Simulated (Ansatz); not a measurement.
# ZnO: a O atom hops into a vacancy

Aim: the barrier for O15 to jump 3.23 Å into the empty O site beside it, in a 2×2×1 supercell of ZnO with one O atom removed. The band relaxes its own ends first.

Program: Ansatz 0.2.0. Level of theory: DFT PBE, plane waves, PAW, scalar-relativistic, no spin polarisation. These are calculated values, not measurements.

### Step 1. The structure to begin with

The cell holds 15 atoms (O7Zn8): a = 6.493 Å, b = 6.493 Å, c = 5.199 Å, α = 90.00°, β = 90.00°, γ = 120.00°.

The empty site lies at (4.86, 0.95, 4.56) Å, and O15 starts at (3.22, 3.74, 4.56) Å. All atoms were shaken by about 0.02 Å to break the symmetry.

As a file:

```xyz
15
Lattice="6.4929 0.0000 0.0000 -3.2464 5.6230 0.0000 0.0000 0.0000 5.1991" Properties=species:S:1:pos:R:3 pbc="T T T"
Zn   -0.0071    1.8913    0.0038
Zn    1.6131    0.9381    2.5940
O     0.0136    1.8998    1.9776
O     1.6218    0.9141    4.5990
Zn   -1.6455    4.6873   -0.0222
Zn    0.0094    3.7261    2.5654
O    -1.6384    4.6800    1.9902
O    -0.0270    3.7401    4.6161
Zn    3.2478    1.8683   -0.0026
Zn    4.8358    0.9508    2.6315
O     3.2276    1.8657    2.0004
Zn    1.6242    4.6880    0.0229
Zn    3.2126    3.7395    2.6062
O     1.6219    4.7056    1.9855
O     3.2243    3.7385    4.5641
```

### Step 2. Relaxing the ends and the band

crystal.atoms is the first end and neb.final_atoms the second, which differs in O15 alone.

Contents of input.yaml:

```yaml
crystal:
  lattice:
    - [6.49289848, 0.0, 0.0]
    - [-3.24644924, 5.62301503, 0.0]
    - [0.0, 0.0, 5.19907719]
  atoms:
    - { symbol: Zn, position: [0.16708532, 0.33634977, 0.00074051] }
    - { symbol: Zn, position: [0.33186066, 0.16683819, 0.49893243] }
    - { symbol: O, position: [0.17102271, 0.33785382, 0.38037553] }
    - { symbol: O, position: [0.33106258, 0.16256612, 0.88458923] }
    - { symbol: Zn, position: [0.16336481, 0.83358686, -0.00427516] }
    - { symbol: Zn, position: [0.3327815, 0.66265766, 0.49343041] }
    - { symbol: O, position: [0.16381222, 0.8322864, 0.3827896] }
    - { symbol: O, position: [0.32840143, 0.66513253, 0.88786573] }
    - { symbol: Zn, position: [0.66633761, 0.33226022, -0.00050623] }
    - { symbol: Zn, position: [0.82932334, 0.16908733, 0.50615505] }
    - { symbol: O, position: [0.66299333, 0.33180038, 0.38476454] }
    - { symbol: Zn, position: [0.66700719, 0.83372163, 0.00439954] }
    - { symbol: Zn, position: [0.82729524, 0.66503043, 0.50127172] }
    - { symbol: O, position: [0.66821954, 0.83683934, 0.38190061] }
    - { symbol: O, position: [0.82901908, 0.66484798, 0.87786075] }
kpoints:
  mp_grid: { grid: [3, 3, 3] }
magnetization:
  spin_polarized: false
scf:
  occupations: { method: cold, width: 0.15 }
hamiltonian:
  pseudopotentials: { kind: paw }
  xc: pbe
basis:
  ecutwfc: 420
neb:
  images: 5
  relax_end_points: true
  climbing: true
  f_tol: 0.05
  max_iterations: 40
  order_check: false
  final_atoms:
    - { symbol: Zn, position: [0.16708532, 0.33634977, 0.00074051] }
    - { symbol: Zn, position: [0.33186066, 0.16683819, 0.49893243] }
    - { symbol: O, position: [0.17102271, 0.33785382, 0.38037553] }
    - { symbol: O, position: [0.33106258, 0.16256612, 0.88458923] }
    - { symbol: Zn, position: [0.16336481, 0.83358686, -0.00427516] }
    - { symbol: Zn, position: [0.3327815, 0.66265766, 0.49343041] }
    - { symbol: O, position: [0.16381222, 0.8322864, 0.3827896] }
    - { symbol: O, position: [0.32840143, 0.66513253, 0.88786573] }
    - { symbol: Zn, position: [0.66633761, 0.33226022, -0.00050623] }
    - { symbol: Zn, position: [0.82932334, 0.16908733, 0.50615505] }
    - { symbol: O, position: [0.66299333, 0.33180038, 0.38476454] }
    - { symbol: Zn, position: [0.66700719, 0.83372163, 0.00439954] }
    - { symbol: Zn, position: [0.82729524, 0.66503043, 0.50127172] }
    - { symbol: O, position: [0.66821954, 0.83683934, 0.38190061] }
    - { symbol: O, position: [0.8323878, 0.16840198, 0.8771551] }
```

On the command line:

```sh
ansatz run input.yaml --threads 4 --pin off --max-ram 8192MiB --backend cpu --events-out ev --progress --plain --runs-dir out
```

Standard output (excerpt; [...] marks lines left out):

```text
Warning: neb: disabling space-group detection — the band's intermediate images generally break the endpoint symmetry, so no spatial operation reduces the k-mesh or symmetrises the density, except that a semilocal band can use its path's symmetry ahead of convergence; time reversal is [...]
Warning: RAYON_NUM_THREADS=4 ignored (pool sized by the plan → 4); use --threads N
[...]
Pseudopotentials: kind: paw
Pseudopotential: Zn, paw, valence charge 12, recommended cutoff 420 eV (normal), Zn.paw.azcp
Pseudopotential: O, paw, valence charge 6, recommended cutoff 420 eV (normal), O.paw.azcp
Functional definition: PBE
[...]
parallel-image band execution: 4 concurrent image workers
NEB image 0
Crystal: 15 atoms, lattice volume = 189.817 Å³
Basis set: ecut = 420 eV, 3689 PW (Γ), exchange–correlation on 90×90×72 points (8 copies of the dense FFT grid, shifted against one another)
Bands: 84, of which v1, the nominal top of the filled ones, is band 69 counted from 1 (68 counted from 0)
Symmetry: 1 space group operations
k-points: 14 of 27 (time reversal used)
[...]
SCF iter   1: F=—  HF=-30525.692575 eV  |F-HF|=—  |Δ(HF+E_count)|=         —  Δρ=2.66e-3  dr2=2.07e-2  ethr=1.77e-3  ⟨swp⟩=5.4  Hψ=4099  notcnv=0  defer=12
[...]
NSCF: frozen V_eff on 14 k-points
NEB image 6
[...]
NSCF: frozen V_eff on 14 k-points
NEB end point (image 0): max|allowed force component| = 8.737e-1 eV/Å (the criterion of neb.relax_end_points is 1.000e-2)
NEB end point (image 6): max|allowed force component| = 9.878e-1 eV/Å (the criterion of neb.relax_end_points is 1.000e-2)
NEB image 0, for its relaxation
[...]
NEB image 0, for its relaxation
[...]
NEB image 0, for its relaxation
[...]
SCF iter  10: F=—  HF=-30526.167090 eV  |F-HF|=—  |Δ(HF+E_count)|=   1.40e-7  S|Δr|=    0.00e0  Δρ=1.14e-5  dr2=1.82e-7  ethr=7.25e-11  ⟨swp⟩=4.4  Hψ=4279  notcnv=0
```

### Step 3. More of the same log

The log, continued (excerpt; [...] marks lines left out):

```text
SCF iter  11: F=-30526.167090 eV  HF=-30526.167090 eV  |F-HF|=1.37e-9  |Δ(HF+E_count)|=   3.93e-8  S|Δr|=    0.00e0  Δρ=1.87e-6  dr2=6.82e-9  ethr=7.25e-11  ⟨swp⟩=2.6  Hψ=4367  notcnv=0
[...]
NEB image 0, for its relaxation
[...]
NEB image 0, for its relaxation
[...]
NEB image 0
[...]
NSCF: frozen V_eff on 14 k-points
NEB end point (image 0): relaxed in 35 SCF iterations, 0.484939 eV lower, largest move of an atom 0.271 Å; not tested for a saddle point
NEB image 6, for its relaxation
[...]
NEB image 6, for its relaxation
[...]
NEB image 6, for its relaxation
[...]
NEB image 6, for its relaxation
[...]
NEB image 6, for its relaxation
[...]
NEB image 6
[...]
NSCF: frozen V_eff on 14 k-points
NEB end point (image 6): relaxed in 37 SCF iterations, 0.492955 eV lower, largest move of an atom 0.296 Å; not tested for a saddle point
NEB image 1
[...]
NEB image 2
SCF iter   1: F=—  HF=-30509.106178 eV  |F-HF|=—  |Δ(HF+E_count)|=         —  Δρ=1.11e-2  dr2=1.53e-1  ethr=1.77e-3  ⟨swp⟩=5.7  Hψ=4839  notcnv=0  defer=23
```

### Step 4. The log goes on

Output, continued (excerpt; [...] marks lines left out):

```text
[...]
SCF iter   2: F=—  HF=-30509.067556 eV  |F-HF|=—  |Δ(HF+E_count)|=   3.86e-2  S|Δr|=   5.88e-9  Δρ=5.98e-3  dr2=4.66e-2  ethr=1.11e-4  ⟨swp⟩=2.0  Hψ=1904  notcnv=0  defer=27
[...]
NEB image 3
[...]
NEB image 4
[...]
NEB image 5
[...]
SCF iter  10: F=-30524.000283 eV  HF=-30524.000283 eV  |F-HF|=2.95e-8  |Δ(HF+E_count)|=   6.00e-9  S|Δr|=    0.00e0  Δρ=5.36e-6  dr2=3.51e-8  ethr=7.25e-11  ⟨swp⟩=4.1  Hψ=4134  notcnv=0
[...]
NEB iter   1: max|band force component| = 1.153e2 eV/Å  barrier→ = 36.1365 eV  barrier← = 36.1365 eV  Δτ_max = 0.2000 Å  (77 SCF iters)
[...]
NEB iter   4: max|band force component| = 5.516e0 eV/Å  barrier→ = 2.4821 eV  barrier← = 2.4821 eV  Δτ_max = 0.0797 Å  (48 SCF iters)
[...]
NEB iter   7: max|band force component| = 6.448e-1 eV/Å  barrier→ = 1.7591 eV  barrier← = 1.7591 eV  Δτ_max = 0.1501 Å  (48 SCF iters)
[...]
    - { symbol: Zn, position: [0.14340292487018486, 0.8007825533116656, -0.009735147203125056] }
    - { symbol: Zn, position: [0.34785696890282436, 0.6747269786966322, 0.501065430606875] }
    - { symbol: O, position: [0.1555116200090435, 0.8177340719637265, 0.37499639463976187] }
    - { symbol: O, position: [0.37809844176955765, 0.6898486295488085, 0.8871931610207962] }
    - { symbol: Zn, position: [0.6126714529667734, 0.30714452172445467, 0.021046783705535647] }
    - { symbol: Zn, position: [0.8308601213435226, 0.17707226832621206, 0.5292690628411459] }
    - { symbol: O, position: [0.6397579619491162, 0.32068013965593917, 0.38962961905993504] }
    - { symbol: Zn, position: [0.7173189998555694, 0.8594489468039601, -0.00812173689464876] }
    - { symbol: Zn, position: [0.8308628116673709, 0.6553897511859227, 0.5292589814542806] }
    - { symbol: O, position: [0.6846069570396178, 0.8431037567764261, 0.3835509599715927] }
    - { symbol: O, position: [0.9052864151629084, 0.4534359114464826, 0.8390335835224562] }
```

Wall time 11 min (4 threads of Arm Neoverse V2, shared host); peak memory 1.5 GiB.

### Step 5. Images and barrier

The 5 inner images lie between the fixed ends 0 and 6. Energy is taken from image 0, and the path length is the program's own coordinate along the band.

```
image  path (Å)  energy (eV)   O15 x y z (Å)  band force (eV/Å)
    0     0.000       0.0000  3.21 3.73 4.59                  -
    1     0.672       0.5191  3.60 3.42 4.48              0.005
    2     1.345       1.1011  4.07 3.00 4.36              0.008
   3*     2.017       1.6826  4.41 2.55 4.36              0.013
    4     2.689       1.1010  4.63 2.04 4.36              0.008
    5     3.362       0.5191  4.75 1.41 4.48              0.005
    6     4.034       0.0000  4.83 0.92 4.59                  -
```

The star marks the climbing image.

image, energy (eV) and a bar:
```
        0      0.000 
        1      0.519 #########
        2      1.101 ####################
        3      1.683 ##############################
        4      1.101 ####################
        5      0.519 #########
        6      0.000
```

How the highest energy settled:

```
iteration  highest image above image 0 (eV)  largest band force (eV/Å)
        1                           36.1365                    115.303
        2                            5.7800                     18.449
        3                            4.1499                     12.423
        4                            2.4821                      5.516
        5                            1.9552                      2.793
        6                            1.7599                      1.169
        7                            1.7591                      0.645
        8                            1.7542                      0.438
        9                            1.6898                      0.150
       10                            1.6859                      0.090
       11                            1.6838                      0.056
       12                            1.6826                      0.013
```

The band as a trajectory file:

```xyz
15
Lattice="6.493 0.000 0.000 -3.246 5.623 0.000 0.000 0.000 5.199" Properties=species:S:1:pos:R:3 pbc="T T T" image=0 dE=0.0000
Zn   -0.146    1.795   -0.040
Zn    1.612    0.951    2.574
O    -0.070    1.839    1.971
O     1.612    0.967    4.588
Zn   -1.634    4.685   -0.023
Zn    0.001    3.740    2.574
O    -1.634    4.685    1.975
O     0.015    3.733    4.588
Zn    3.371    1.795   -0.040
Zn    4.858    0.936    2.901
O     3.294    1.839    1.971
Zn    1.612    4.841   -0.040
Zn    3.223    3.740    2.574
O     1.612    4.753    1.971
O     3.209    3.732    4.588
15
Lattice="6.493 0.000 0.000 -3.246 5.623 0.000 0.000 0.000 5.199" Properties=species:S:1:pos:R:3 pbc="T T T" image=1 dE=0.5191
Zn   -0.191    1.819   -0.043
Zn    1.495    0.912    2.585
O    -0.120    1.893    1.967
O     1.515    0.877    4.588
Zn   -1.548    4.608   -0.012
Zn    0.051    3.791    2.587
O    -1.615    4.668    1.964
O     0.186    3.751    4.591
Zn    3.144    1.739    0.057
Zn    4.853    0.922    2.887
O     3.216    1.753    2.018
Zn    1.668    5.004   -0.055
Zn    3.261    3.682    2.581
O     1.696    4.729    1.932
O     3.595    3.419    4.485
15
Lattice="6.493 0.000 0.000 -3.246 5.623 0.000 0.000 0.000 5.199" Properties=species:S:1:pos:R:3 pbc="T T T" image=2 dE=1.1011
Zn   -0.222    1.856   -0.050
Zn    1.461    0.881    2.579
O    -0.119    1.905    1.961
O     1.475    0.833    4.585
Zn   -1.578    4.558   -0.021
Zn    0.058    3.794    2.602
O    -1.627    4.641    1.952
O     0.249    3.785    4.605
Zn    3.035    1.726    0.093
Zn    4.844    0.949    2.858
O     3.165    1.748    2.020
Zn    1.668    5.057   -0.029
Zn    3.269    3.664    2.657
O     1.726    4.707    1.961
O     4.075    2.998    4.358
15
Lattice="6.493 0.000 0.000 -3.246 5.623 0.000 0.000 0.000 5.199" Properties=species:S:1:pos:R:3 pbc="T T T" image=3 dE=1.6826
Zn   -0.186    1.936   -0.051
Zn    1.450    0.843    2.577
O    -0.092    1.908    1.950
O     1.448    0.842    4.584
Zn   -1.669    4.503   -0.051
Zn    0.068    3.794    2.605
O    -1.645    4.598    1.950
O     0.215    3.879    4.613
Zn    2.981    1.727    0.109
Zn    4.820    0.996    2.752
O     3.113    1.803    2.026
Zn    1.867    4.833   -0.042
Zn    3.267    3.685    2.752
O     1.708    4.741    1.994
O     4.406    2.550    4.362
15
Lattice="6.493 0.000 0.000 -3.246 5.623 0.000 0.000 0.000 5.199" Properties=species:S:1:pos:R:3 pbc="T T T" image=4 dE=1.1010
Zn   -0.093    1.987   -0.021
Zn    1.489    0.834    2.579
O    -0.045    1.903    1.952
O     1.454    0.870    4.585
Zn   -1.755    4.512   -0.050
Zn    0.063    3.785    2.602
O    -1.661    4.576    1.961
O     0.151    3.956    4.605
Zn    3.007    1.775    0.093
Zn    4.803    1.008    2.657
O     3.092    1.877    2.020
Zn    1.962    4.548   -0.030
Zn    3.239    3.730    2.858
O     1.688    4.773    1.961
O     4.629    2.039    4.358
15
Lattice="6.493 0.000 0.000 -3.246 5.623 0.000 0.000 0.000 5.199" Properties=species:S:1:pos:R:3 pbc="T T T" image=5 dE=0.5191
Zn   -0.035    1.988   -0.012
Zn    1.534    0.848    2.584
O    -0.016    1.900    1.964
O     1.513    0.883    4.588
Zn   -1.771    4.557   -0.043
Zn    0.058    3.780    2.587
O    -1.671    4.582    1.967
O     0.090    3.918    4.591
Zn    3.074    1.863    0.057
Zn    4.815    0.992    2.581
O     3.122    1.918    2.018
Zn    1.917    4.575   -0.055
Zn    3.220    3.751    2.887
O     1.693    4.737    1.931
O     4.754    1.413    4.484
15
Lattice="6.493 0.000 0.000 -3.246 5.623 0.000 0.000 0.000 5.199" Properties=species:S:1:pos:R:3 pbc="T T T" image=6 dE=0.0000
Zn   -0.011    1.875   -0.023
Zn    1.625    0.930    2.574
O    -0.011    1.875    1.974
O     1.639    0.922    4.588
Zn   -1.768    4.609   -0.040
Zn   -0.010    3.764    2.574
O    -1.693    4.652    1.971
O    -0.010    3.780    4.588
Zn    3.236    2.031   -0.040
Zn    4.846    0.930    2.574
O     3.236    1.943    1.971
Zn    1.749    4.608   -0.040
Zn    3.236    3.749    2.901
O     1.672    4.652    1.970
O     4.832    0.922    4.588
```

### Step 6. Summary of results

```
                    quantity                                                                   value
      relaxation of the ends  0.485 eV lower, moves up to 0.27 Å; 0.493 eV lower, moves up to 0.30 Å
            barrier forwards                                                                1.683 eV
           barrier backwards                                                                1.683 eV
second end relative to first                                                                0.000 eV
               highest image                                                   3 of 0 to 6, climbing
             band iterations                                                                      12
```

What this shows: The barrier from the first end is 1.68 eV, 65 times kT at 300 K; with a typical attempt rate of 10^13 per second that is roughly 10^-15 events a second. The ends differ by 1 meV at most. The input switches the test of curvatures off, so the top was not shown to be a first-order saddle. In 15 atoms the vacancy feels its images, and neither cell size nor mesh was tested. The vacancy is neutral; charged ones, often the stable form in such a crystal, weren't run, and their barriers can differ.
